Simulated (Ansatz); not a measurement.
Te:

```
Te
1.0
     2.30590    1.33131    1.69095
    -2.30590    1.33131    1.69095
     0.00000   -2.66263    1.69095
Te
1
Direct
  0.50000 0.50000 0.50000
```

This isn't the form of Te at room conditions, which is trigonal, of chains.

Base run:

- Program: Ansatz 0.2.0
- Functional: PBEsol
- Potentials or basis: Ansatz PAW
- Cutoff: 420 eV (not typed: the program's choice for these potentials)
- k mesh: 7 × 7 × 7
- Occupations: fermi-dirac, width 0.05 eV
- Spin: no spin polarisation

Its results: band gap on the k mesh none (metal or under the smearing width); pressure -0.5 GPa.

**Question.** The run is repeated on the same cell with these changes: spin from no spin polarisation to spin-orbit coupling, no magnetisation; potential files from those of the base run to others of the same set. What comes out?

**Answer.** Band gap on the k mesh none (metal or under the smearing width); pressure 0.0 GPa.

Caveats: the PAW data sets come from PBE, with cores solved anew for the run's functional, which leaves a small shift of forces and pressure; spin-orbit coupling is left out, which moves the levels of the heavy elements (some runs).
